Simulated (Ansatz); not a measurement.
# Mo under pressure: fit and missing row

Mo, Im-3m, a = 3.129 Å. Ansatz: PBEsol, PAW, 420 eV, Γ-centred 18×18×18 mesh on 1 atom, Gaussian smearing 0.10 eV; no spin polarisation. Cell and atoms are relaxed at each pressure, and no other structure is tried, so the rows at high pressure may lie past a change of phase.

| V (Å³/atom) | P (GPa) |
| --- | --- |
| ? | 39.99 |
| 14.399 | 20.00 |
| 14.823 | 10.00 |
| 15.060 | 5.05 |
| 15.215 | 2.00 |
| 15.322 | 0.00 |
| 15.433 | -2.00 |

Question: Take V0 = 15.322 Å³/atom, fit the third-order Birch–Murnaghan form to the other rows, and predict the missing volume.

Answer: With the Eulerian strain f = ½[(V0/V)^(2/3) − 1] and y = P/[3f(1 + 2f)^(5/2)], the form is the line y = B0 + 1.5 B0 (B0′ − 4) f. Rows (f, y): 0.02115, 284.2; 0.01116, 282.6; 0.00578, 283.0; 0.00234, 281.6; -0.00240, 281.1. Means f = 0.007606, y = 282.50; Σ(Δf)² = 0.0003273, ΣΔfΔy = 0.04121; the slope is their ratio. y = 281.5 + 125.9 f GPa, so B0 = 281.5 GPa and B0′ = 4 + 2 × (125.9)/(3 × 281.5) = 4.30. P = 39.99 GPa is met at f = 0.03864 (y = 286.36), so V = V0 (1 + 2f)^(−3/2) = 13.703 Å³/atom. The run gave 13.699 Å³/atom, so the fit is 0.004 Å³/atom too high, a small miss on the scale of the series. The form still works here, 91 % of the fitted range beyond its end.